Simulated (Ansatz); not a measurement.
# Strain response of Hf2S

These are results of Ansatz 0.2.0, DFT PBEsol, scalar-relativistic, plane waves, PAW, not measurements. (420 eV cutoff, 12×12×4 k-mesh, Gaussian smearing of 0.10 eV, no spin polarisation)

Reference structure (relaxed):

```
Hf S
1.0
     3.34653    0.00000    0.00000
    -1.67327    2.89818    0.00000
     0.00000    0.00000   11.66424
Hf S
4 2
Direct
  0.66667 0.33333 0.89862
  0.33333 0.66667 0.39862
  0.66667 0.33333 0.60138
  0.33333 0.66667 0.10138
  0.00000 0.00000 0.75000
  0.00000 0.00000 0.25000
```

Deformation: biaxial strain in the a-b plane, with the length and tilt of c and the atoms relaxed, all within the symmetry that the strain leaves. Energies are extrapolated to zero smearing. Stress is positive in compression, on the Cartesian axes of the cell above.

Spin–orbit coupling is left out, which can shift energies with elements as heavy as these.

Strains computed: -4.5, -3.0, -1.5, +1.5, +3.0, +4.5 %.

(1) At which strain does the energy stand 23.4 meV/atom over the relaxed crystal with σxx = -6.57, σyy = -6.57, σzz = 0.00 GPa?

Results:

(1) +3.0 %.